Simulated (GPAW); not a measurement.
# PbS (Galena) (Fm-3m) in GPAW: a series of runs

One crystal, PbS (Galena), is run at these levels: RPBE, revPBE; tasks: relaxation of cell and atoms.

Everything below comes from runs of GPAW 26.7.0. Logs are shortened: lines on timing, memory, paths and dates and some standing lists are left out, and cuts for length are marked. The log counts tension as positive stress, the text compression.

### 1 The structure

Symmetry: Fm-3m, No. 225, cubic system. The conventional cell has a = 5.931 Å, b = 5.931 Å, c = 5.931 Å, α = 90.00°, β = 90.00°, γ = 90.00°. Pb (site symmetry m-3m) has 6 S at 2.97 Å as nearest neighbours. S (site symmetry m-3m) has 6 Pb at 2.97 Å as nearest neighbours.

### 2 Relaxation of cell and atoms, RPBE, target pressure 2 GPa, at which the enthalpy is minimised

run.py

```python
from ase import Atoms
from ase.filters import FrechetCellFilter
from ase.io import write
from ase.optimize import LBFGS
from ase.units import GPa
from gpaw import GPAW, PW

atoms = Atoms(['Pb', 'S'],
              cell=[[0.0, 2.96575, 2.96575],
                    [2.96575, 0.0, 2.96575],
                    [2.96575, 2.96575, 0.0]],
              scaled_positions=[[0.0, 0.0, 0.0],
                                [0.5, 0.5, 0.5]],
              pbc=True)

calc = GPAW(mode=PW(600),
            xc='RPBE',
            kpts={'size': (8, 8, 8), 'gamma': True},
            occupations={'name': 'fermi-dirac', 'width': 0.05},
            nbands=19,
            convergence={'density': 1e-05, 'forces': 0.0001},
            maxiter=150,
            txt='gpaw.txt')
atoms.calc = calc
opt = LBFGS(FrechetCellFilter(atoms, scalar_pressure=2 * GPa), trajectory='relax.traj', logfile='-')
done = opt.run(fmax=0.01, steps=60)
calc.write('gs.gpw')
write('result.traj', atoms)
print('Converged:', done)
print('Cell:', atoms.cell.cellpar().round(4))
print('Volume:', round(atoms.get_volume(), 4))
print(atoms.get_scaled_positions().round(5))
```

Potentials or basis: the program's PAW data sets (release 1.2.1) made for this functional, pw.

Command:

```console
$ OMP_NUM_THREADS=1 python run.py
```

gpaw.txt:

```text
__  _  _
 | _ |_)|_||  |
 |__||  | ||/\| - 26.7.0

Input parameters:
  mode=PW(ecut=600.0),
  convergence={'density': 1e-05, 'forces': 0.0001},
  kpts=MonkhorstPack(size=(8, 8, 8), gamma=True),
  maxiter=150,
  nbands=19,
  occupations=Occupations(name='fermi-dirac', width=0.05),
  xc=XC(name='RPBE')

Diagonalizing LCAO Hamiltonian
Converting LCAO to pw mode

                S

       Pb

Atoms  # Å, Bohr magnetons
|   | symbol |        x |        y |        z |    initial magnetic moments |
|---|--------|----------|----------|----------|-----------------------------|
| 0 |     Pb | 0.000000 | 0.000000 | 0.000000 | ( 0.0000,  0.0000,  0.0000) |
| 1 |      S | 2.965750 | 2.965750 | 2.965750 | ( 0.0000,  0.0000,  0.0000) |

Unit cell  # Å
| periodic |        x |        y |        z |  lengths |    angles |
|----------|----------|----------|----------|----------|-----------|
|      yes | 0.000000 | 2.965750 | 2.965750 | 4.194204 | 60.000000 |
|      yes | 2.965750 | 0.000000 | 2.965750 | 4.194204 | 60.000000 |
|      yes | 2.965750 | 2.965750 | 0.000000 | 4.194204 | 60.000000 |

Number of symmetries: 48
Symmetry operations  # r_c * U_cc + t_c -> r_c
|    | kind |            matrix            |
|----|------|------------------------------|
|  0 |  σ   |  1, 0, 0,  1, 0,-1,  1,-1, 0 |
|  1 |  C2  |  1, 0, 0,  1,-1, 0,  1, 0,-1 |
|  2 |  E   |  1, 0, 0,  0, 1, 0,  0, 0, 1 |
|  3 |  σ   |  1, 0, 0,  0, 0, 1,  0, 1, 0 |
|  4 |  C4  |  1, 0,-1,  1, 0, 0,  1,-1, 0 |
|  5 |  S6  |  1, 0,-1,  1,-1, 0,  1, 0, 0 |
|  6 |  σ   |  1, 0,-1,  0, 1,-1,  0, 0,-1 |
|  7 |  C3  |  1, 0,-1,  0, 0,-1,  0, 1,-1 |
|  8 |  S6  |  1,-1, 0,  1, 0, 0,  1, 0,-1 |
|  9 |  C4  |  1,-1, 0,  1, 0,-1,  1, 0, 0 |
| 10 |  C3  |  1,-1, 0,  0,-1, 1,  0,-1, 0 |
| 11 |  σ   |  1,-1, 0,  0,-1, 0,  0,-1, 1 |
| 12 |  σ   |  0, 1, 0,  1, 0, 0,  0, 0, 1 |
| 13 |  C4  |  0, 1, 0,  0, 1,-1, -1, 1, 0 |
| 14 |  C3  |  0, 1, 0,  0, 0, 1,  1, 0, 0 |
| 15 |  S6  |  0, 1, 0, -1, 1, 0,  0, 1,-1 |
| 16 |  C2  |  0, 1,-1,  1, 0,-1,  0, 0,-1 |
| 17 |  σ   |  0, 1,-1,  0, 1, 0, -1, 1, 0 |
| 18 |  S4  |  0, 1,-1,  0, 0,-1,  1, 0,-1 |
| 19 |  C4  |  0, 1,-1, -1, 1, 0,  0, 1, 0 |
| 20 |  C3  |  0, 0, 1,  1, 0, 0,  0, 1, 0 |
| 21 |  σ   |  0, 0, 1,  0, 1, 0,  1, 0, 0 |
| 22 |  S6  |  0, 0, 1,  0,-1, 1, -1, 0, 1 |
| 23 |  C4  |  0, 0, 1, -1, 0, 1,  0,-1, 1 |
| 24 |  S4  |  0, 0,-1,  1, 0,-1,  0, 1,-1 |
| 25 |  C3  |  0, 0,-1,  0, 1,-1,  1, 0,-1 |
| 26 |  C2  |  0, 0,-1,  0,-1, 0, -1, 0, 0 |
| 27 |  S6  |  0, 0,-1, -1, 0, 0,  0,-1, 0 |
| 28 |  S4  |  0,-1, 1,  1,-1, 0,  0,-1, 0 |
| 29 |  C4  |  0,-1, 1,  0, 0, 1, -1, 0, 1 |
| 30 |  C2  |  0,-1, 1,  0,-1, 0,  1,-1, 0 |
| 31 |  σ   |  0,-1, 1, -1, 0, 1,  0, 0, 1 |
| 32 |  C3  |  0,-1, 0,  1,-1, 0,  0,-1, 1 |
| 33 |  S6  |  0,-1, 0,  0, 0,-1, -1, 0, 0 |
[... 186 lines left out ...]
|          2 |       -10.527 |     2.000 |
|          3 |       -10.513 |     2.000 |
|          4 |       -10.513 |     2.000 |
|          5 |        -7.231 |     2.000 |
|          6 |         0.418 |     2.000 |
|          7 |         4.161 |     2.000 |
[... 9 lines left out ...]
|         17 |        15.417 |     0.000 |
|         18 |        15.417 |     0.000 |

Gap: 0.402 eV
Transition (v -> c):
  (s=0, k=28, n=9, [0.50, 0.50, 0.50]) -> (s=0, k=28, n=10, [0.50, 0.50, 0.50])
No difference between direct/indirect transitions

Stress tensor  # eV/Ang^3
|         x |         y |         z |
|-----------|-----------|-----------|
| -0.024657 |  0.000000 |  0.000000 |
|  0.000000 | -0.024657 | -0.000000 |
|  0.000000 | -0.000000 | -0.024657 |

Forces  # eV/Ang
|        x |        y |        z |
|----------|----------|----------|
|  0.00000 | -0.00000 | -0.00000 |  # Pb   0
| -0.00000 |  0.00000 |  0.00000 |  # S    1

Interpolating wave functions to new cell

                S

       Pb

Atoms  # Å, Bohr magnetons
|   | symbol |        x |         y |         z |    initial magnetic moments |
|---|--------|----------|-----------|-----------|-----------------------------|
| 0 |     Pb | 0.000000 | -0.000000 | -0.000000 | ( 0.0000,  0.0000,  0.0000) |
| 1 |      S | 2.972485 |  2.972485 |  2.972485 | ( 0.0000,  0.0000,  0.0000) |

Unit cell  # Å
| periodic |        x |        y |        z |  lengths |    angles |
|----------|----------|----------|----------|----------|-----------|
|      yes | 0.000000 | 2.972485 | 2.972485 | 4.203729 | 60.000000 |
|      yes | 2.972485 | 0.000000 | 2.972485 | 4.203729 | 60.000000 |
|      yes | 2.972485 | 2.972485 | 0.000000 | 4.203729 | 60.000000 |

Number of symmetries: 48
Symmetry operations  # r_c * U_cc + t_c -> r_c
|    | kind |            matrix            |
|----|------|------------------------------|
|  0 |  σ   |  1, 0, 0,  1, 0,-1,  1,-1, 0 |
|  1 |  C2  |  1, 0, 0,  1,-1, 0,  1, 0,-1 |
|  2 |  E   |  1, 0, 0,  0, 1, 0,  0, 0, 1 |
|  3 |  σ   |  1, 0, 0,  0, 0, 1,  0, 1, 0 |
|  4 |  C4  |  1, 0,-1,  1, 0, 0,  1,-1, 0 |
|  5 |  S6  |  1, 0,-1,  1,-1, 0,  1, 0, 0 |
|  6 |  σ   |  1, 0,-1,  0, 1,-1,  0, 0,-1 |
|  7 |  C3  |  1, 0,-1,  0, 0,-1,  0, 1,-1 |
|  8 |  S6  |  1,-1, 0,  1, 0, 0,  1, 0,-1 |
|  9 |  C4  |  1,-1, 0,  1, 0,-1,  1, 0, 0 |
| 10 |  C3  |  1,-1, 0,  0,-1, 1,  0,-1, 0 |
| 11 |  σ   |  1,-1, 0,  0,-1, 0,  0,-1, 1 |
| 12 |  σ   |  0, 1, 0,  1, 0, 0,  0, 0, 1 |
| 13 |  C4  |  0, 1, 0,  0, 1,-1, -1, 1, 0 |
| 14 |  C3  |  0, 1, 0,  0, 0, 1,  1, 0, 0 |
| 15 |  S6  |  0, 1, 0, -1, 1, 0,  0, 1,-1 |
| 16 |  C2  |  0, 1,-1,  1, 0,-1,  0, 0,-1 |
| 17 |  σ   |  0, 1,-1,  0, 1, 0, -1, 1, 0 |
| 18 |  S4  |  0, 1,-1,  0, 0,-1,  1, 0,-1 |
| 19 |  C4  |  0, 1,-1, -1, 1, 0,  0, 1, 0 |
| 20 |  C3  |  0, 0, 1,  1, 0, 0,  0, 1, 0 |
| 21 |  σ   |  0, 0, 1,  0, 1, 0,  1, 0, 0 |
| 22 |  S6  |  0, 0, 1,  0,-1, 1, -1, 0, 1 |
| 23 |  C4  |  0, 0, 1, -1, 0, 1,  0,-1, 1 |
| 24 |  S4  |  0, 0,-1,  1, 0,-1,  0, 1,-1 |
| 25 |  C3  |  0, 0,-1,  0, 1,-1,  1, 0,-1 |
| 26 |  C2  |  0, 0,-1,  0,-1, 0, -1, 0, 0 |
| 27 |  S6  |  0, 0,-1, -1, 0, 0,  0,-1, 0 |
| 28 |  S4  |  0,-1, 1,  1,-1, 0,  0,-1, 0 |
| 29 |  C4  |  0,-1, 1,  0, 0, 1, -1, 0, 1 |
| 30 |  C2  |  0,-1, 1,  0,-1, 0,  1,-1, 0 |
| 31 |  σ   |  0,-1, 1, -1, 0, 1,  0, 0, 1 |
| 32 |  C3  |  0,-1, 0,  1,-1, 0,  0,-1, 1 |
| 33 |  S6  |  0,-1, 0,  0, 0,-1, -1, 0, 0 |
[... 184 lines left out ...]
|          2 |       -10.608 |     2.000 |
|          3 |       -10.594 |     2.000 |
|          4 |       -10.594 |     2.000 |
|          5 |        -7.261 |     2.000 |
|          6 |         0.314 |     2.000 |
|          7 |         4.104 |     2.000 |
[... 9 lines left out ...]
|         17 |        15.330 |     0.000 |
|         18 |        15.330 |     0.000 |

Gap: 0.428 eV
Transition (v -> c):
  (s=0, k=28, n=9, [0.50, 0.50, 0.50]) -> (s=0, k=28, n=10, [0.50, 0.50, 0.50])
No difference between direct/indirect transitions

Stress tensor  # eV/Ang^3
|         x |         y |         z |
|-----------|-----------|-----------|
| -0.021989 | -0.000000 |  0.000000 |
| -0.000000 | -0.021989 |  0.000000 |
|  0.000000 |  0.000000 | -0.021989 |

Forces  # eV/Ang
|       x |        y |        z |
|---------|----------|----------|
| 0.00000 | -0.00000 |  0.00000 |  # Pb   0
| 0.00000 |  0.00000 | -0.00000 |  # S    1

Interpolating wave functions to new cell

                S

       Pb

Atoms  # Å, Bohr magnetons
|   | symbol |        x |         y |         z |    initial magnetic moments |
|---|--------|----------|-----------|-----------|-----------------------------|
| 0 |     Pb | 0.000000 | -0.000000 | -0.000000 | ( 0.0000,  0.0000,  0.0000) |
| 1 |      S | 2.997379 |  2.997379 |  2.997379 | ( 0.0000,  0.0000,  0.0000) |

Unit cell  # Å
| periodic |        x |        y |         z |  lengths |    angles |
|----------|----------|----------|-----------|----------|-----------|
|      yes | 0.000000 | 2.997379 |  2.997379 | 4.238934 | 60.000000 |
|      yes | 2.997379 | 0.000000 |  2.997379 | 4.238934 | 60.000000 |
|      yes | 2.997379 | 2.997379 | -0.000000 | 4.238934 | 60.000000 |

Number of symmetries: 48
Symmetry operations  # r_c * U_cc + t_c -> r_c
|    | kind |            matrix            |
|----|------|------------------------------|
|  0 |  σ   |  1, 0, 0,  1, 0,-1,  1,-1, 0 |
|  1 |  C2  |  1, 0, 0,  1,-1, 0,  1, 0,-1 |
|  2 |  E   |  1, 0, 0,  0, 1, 0,  0, 0, 1 |
|  3 |  σ   |  1, 0, 0,  0, 0, 1,  0, 1, 0 |
|  4 |  C4  |  1, 0,-1,  1, 0, 0,  1,-1, 0 |
|  5 |  S6  |  1, 0,-1,  1,-1, 0,  1, 0, 0 |
|  6 |  σ   |  1, 0,-1,  0, 1,-1,  0, 0,-1 |
|  7 |  C3  |  1, 0,-1,  0, 0,-1,  0, 1,-1 |
|  8 |  S6  |  1,-1, 0,  1, 0, 0,  1, 0,-1 |
|  9 |  C4  |  1,-1, 0,  1, 0,-1,  1, 0, 0 |
| 10 |  C3  |  1,-1, 0,  0,-1, 1,  0,-1, 0 |
| 11 |  σ   |  1,-1, 0,  0,-1, 0,  0,-1, 1 |
| 12 |  σ   |  0, 1, 0,  1, 0, 0,  0, 0, 1 |
| 13 |  C4  |  0, 1, 0,  0, 1,-1, -1, 1, 0 |
| 14 |  C3  |  0, 1, 0,  0, 0, 1,  1, 0, 0 |
| 15 |  S6  |  0, 1, 0, -1, 1, 0,  0, 1,-1 |
| 16 |  C2  |  0, 1,-1,  1, 0,-1,  0, 0,-1 |
| 17 |  σ   |  0, 1,-1,  0, 1, 0, -1, 1, 0 |
| 18 |  S4  |  0, 1,-1,  0, 0,-1,  1, 0,-1 |
| 19 |  C4  |  0, 1,-1, -1, 1, 0,  0, 1, 0 |
| 20 |  C3  |  0, 0, 1,  1, 0, 0,  0, 1, 0 |
| 21 |  σ   |  0, 0, 1,  0, 1, 0,  1, 0, 0 |
| 22 |  S6  |  0, 0, 1,  0,-1, 1, -1, 0, 1 |
| 23 |  C4  |  0, 0, 1, -1, 0, 1,  0,-1, 1 |
| 24 |  S4  |  0, 0,-1,  1, 0,-1,  0, 1,-1 |
| 25 |  C3  |  0, 0,-1,  0, 1,-1,  1, 0,-1 |
| 26 |  C2  |  0, 0,-1,  0,-1, 0, -1, 0, 0 |
| 27 |  S6  |  0, 0,-1, -1, 0, 0,  0,-1, 0 |
| 28 |  S4  |  0,-1, 1,  1,-1, 0,  0,-1, 0 |
| 29 |  C4  |  0,-1, 1,  0, 0, 1, -1, 0, 1 |
| 30 |  C2  |  0,-1, 1,  0,-1, 0,  1,-1, 0 |
| 31 |  σ   |  0,-1, 1, -1, 0, 1,  0, 0, 1 |
| 32 |  C3  |  0,-1, 0,  1,-1, 0,  0,-1, 1 |
| 33 |  S6  |  0,-1, 0,  0, 0,-1, -1, 0, 0 |
[... 185 lines left out ...]
|          2 |       -10.905 |     2.000 |
|          3 |       -10.890 |     2.000 |
|          4 |       -10.890 |     2.000 |
|          5 |        -7.372 |     2.000 |
|          6 |        -0.064 |     2.000 |
|          7 |         3.896 |     2.000 |
[... 9 lines left out ...]
|         17 |        15.012 |     0.000 |
|         18 |        15.012 |     0.000 |

Gap: 0.519 eV
Transition (v -> c):
  (s=0, k=28, n=9, [0.50, 0.50, 0.50]) -> (s=0, k=28, n=10, [0.50, 0.50, 0.50])
No difference between direct/indirect transitions

Stress tensor  # eV/Ang^3
|         x |         y |         z |
|-----------|-----------|-----------|
| -0.012777 |  0.000000 |  0.000000 |
|  0.000000 | -0.012777 |  0.000000 |
|  0.000000 |  0.000000 | -0.012777 |

Forces  # eV/Ang
|       x |       y |        z |
|---------|---------|----------|
| 0.00000 | 0.00000 | -0.00000 |  # Pb   0
| 0.00000 | 0.00000 |  0.00000 |  # S    1

# Writing to gs.gpw (mode='')
```

Run time: 57 s. Hardware: 1 thread of Arm Neoverse V1, shared host; peak memory 0.2 GiB.

What came out:

```
Free energy                                            : -8.3014 eV
Relaxed volume                                         : 26.93 Å³/atom
Relaxed cell                                           : a = 4.239 Å, b = 4.239 Å, c = 4.239 Å, α = 60.00°, β = 60.00°, γ = 60.00°
Space group after relaxing (to 0.05 Å)                 : Fm-3m (No. 225)
Energy change on relaxing (the enthalpy is what falls) : -15.9 meV/atom
Ionic steps                                            : 3
Pressure after relaxing                                : 2.0 GPa
Band gap on the k mesh                                 : 0.52 eV, direct
```

Step by step:
```
step  energy change (eV)  largest force (eV/Å)  pressure (GPa)  volume (Å³)
   1              0.0000                0.0000            3.95        52.17
   2             -0.0084                0.0000            3.52        52.53
   3             -0.0318                0.0000            2.05        53.86
```

Final structure:
```
Pb S
1.0
     0.00000    2.99738    2.99738
     2.99738    0.00000    2.99738
     2.99738    2.99738    0.00000
Pb S
1 1
Direct
  0.00000 0.00000 0.00000
  0.50000 0.50000 0.50000
```

Caveat: later steps reuse the first step's grids; spin-orbit coupling is left out, which as a rule narrows the gap of such compounds by several tenths of an eV.

### 3 Relaxation of cell and atoms, revPBE

run.py, as its differences from that of step 2:

```diff
@@ -3,4 +3,3 @@
 from ase.io import write
-from ase.optimize import LBFGS
-from ase.units import GPa
+from ase.optimize import BFGS
 from gpaw import GPAW, PW
@@ -16,3 +15,3 @@
 calc = GPAW(mode=PW(600),
-            xc='RPBE',
+            xc='revPBE',
             kpts={'size': (8, 8, 8), 'gamma': True},
@@ -24,4 +23,4 @@
 atoms.calc = calc
-opt = LBFGS(FrechetCellFilter(atoms, scalar_pressure=2 * GPa), trajectory='relax.traj', logfile='-')
-done = opt.run(fmax=0.01, steps=60)
+opt = BFGS(FrechetCellFilter(atoms), trajectory='relax.traj', logfile='-')
+done = opt.run(fmax=0.02, steps=40)
 calc.write('gs.gpw')
```

Potentials or basis: the program's PAW data sets (release 1.2.1) made for this functional, pw.

Command:

```console
$ OMP_NUM_THREADS=1 python run.py
```

gpaw.txt:

```text
__  _  _
 | _ |_)|_||  |
 |__||  | ||/\| - 26.7.0

Input parameters:
  mode=PW(ecut=600.0),
  convergence={'density': 1e-05, 'forces': 0.0001},
  kpts=MonkhorstPack(size=(8, 8, 8), gamma=True),
  maxiter=150,
  nbands=19,
  occupations=Occupations(name='fermi-dirac', width=0.05),
  xc=XC(name='revPBE')

Diagonalizing LCAO Hamiltonian
Converting LCAO to pw mode

                S

       Pb

Atoms  # Å, Bohr magnetons
|   | symbol |        x |        y |        z |    initial magnetic moments |
|---|--------|----------|----------|----------|-----------------------------|
| 0 |     Pb | 0.000000 | 0.000000 | 0.000000 | ( 0.0000,  0.0000,  0.0000) |
| 1 |      S | 2.965750 | 2.965750 | 2.965750 | ( 0.0000,  0.0000,  0.0000) |

Unit cell  # Å
[... 826 lines left out ...]
Atoms  # Å, Bohr magnetons
|   | symbol |         x |         y |        z |    initial magnetic moments |
|---|--------|-----------|-----------|----------|-----------------------------|
| 0 |     Pb | -0.000000 | -0.000000 | 0.000000 | ( 0.0000,  0.0000,  0.0000) |
| 1 |      S |  3.026650 |  3.026650 | 3.026650 | ( 0.0000,  0.0000,  0.0000) |

Unit cell  # Å
| periodic |        x |         y |        z |  lengths |    angles |
|----------|----------|-----------|----------|----------|-----------|
|      yes | 0.000000 |  3.026650 | 3.026650 | 4.280330 | 60.000000 |
|      yes | 3.026650 | -0.000000 | 3.026650 | 4.280330 | 60.000000 |
|      yes | 3.026650 |  3.026650 | 0.000000 | 4.280330 | 60.000000 |

Number of symmetries: 48
Symmetry operations  # r_c * U_cc + t_c -> r_c
|    | kind |            matrix            |
|----|------|------------------------------|
|  0 |  σ   |  1, 0, 0,  1, 0,-1,  1,-1, 0 |
|  1 |  C2  |  1, 0, 0,  1,-1, 0,  1, 0,-1 |
|  2 |  E   |  1, 0, 0,  0, 1, 0,  0, 0, 1 |
|  3 |  σ   |  1, 0, 0,  0, 0, 1,  0, 1, 0 |
|  4 |  C4  |  1, 0,-1,  1, 0, 0,  1,-1, 0 |
|  5 |  S6  |  1, 0,-1,  1,-1, 0,  1, 0, 0 |
|  6 |  σ   |  1, 0,-1,  0, 1,-1,  0, 0,-1 |
|  7 |  C3  |  1, 0,-1,  0, 0,-1,  0, 1,-1 |
|  8 |  S6  |  1,-1, 0,  1, 0, 0,  1, 0,-1 |
[... 231 lines left out ...]
Stress tensor  # eV/Ang^3
|         x |         y |         z |
|-----------|-----------|-----------|
| -0.000055 |  0.000000 | -0.000000 |
|  0.000000 | -0.000055 | -0.000000 |
| -0.000000 | -0.000000 | -0.000055 |

Forces  # eV/Ang
|        x |       y |        z |
|----------|---------|----------|
| -0.00000 | 0.00000 | -0.00000 |  # Pb   0
| -0.00000 | 0.00000 | -0.00000 |  # S    1

# Writing to gs.gpw (mode='')
```

Wall time 68 s (1 thread of Arm Neoverse V1, shared host); peak memory 0.23 GiB.

What came out:

| Quantity | Value |
| --- | --- |
| Free energy | -8.3954 eV |
| Relaxed volume | 27.73 Å³/atom |
| Relaxed cell | a = 4.280 Å, b = 4.280 Å, c = 4.280 Å, α = 60.00°, β = 60.00°, γ = 60.00° |
| Space group after relaxing (to 0.05 Å) | Fm-3m (No. 225) |
| Energy gained by relaxing | 17.0 meV/atom |
| Ionic steps | 4 |
| Pressure after relaxing | 0.0 GPa |
| Band gap on the k mesh | 0.59 eV, direct |

The path:
| step | energy change (eV) | largest force (eV/Å) | pressure (GPa) | volume (Å³) |
| --- | --- | --- | --- | --- |
| 1 | 0.0000 | 0.0000 | 3.41 | 52.17 |
| 2 | -0.0120 | 0.0000 | 2.68 | 52.80 |
| 3 | -0.0338 | 0.0000 | 0.16 | 55.29 |
| 4 | -0.0339 | 0.0000 | 0.01 | 55.45 |

Final structure:
```
Pb S
1.0
     0.00000    3.02665    3.02665
     3.02665    0.00000    3.02665
     3.02665    3.02665    0.00000
Pb S
1 1
Direct
  0.00000 0.00000 0.00000
  0.50000 0.50000 0.50000
```

Levels at points of the mesh, in eV from the valence-band top:
```
           k point  band 7  band 8  band 9  band 10  band 11  band 12  band 13  band 14
(0.00, 0.00, 0.00)   -6.03   -1.87   -1.87    -1.87     5.06     5.06     5.06     6.92
(0.50, 0.50, 0.00)   -7.00   -4.65   -3.04    -3.04     4.22     5.43     5.49     5.49
(0.50, 0.50, 0.50)   -8.41   -1.52   -1.52     0.00     0.59     2.11     2.11     8.73
```

Caveat: later steps reuse the first step's grids; spin-orbit coupling is left out, which as a rule narrows the gap of such compounds by several tenths of an eV. revPBE gives volumes clearly too large for solids.
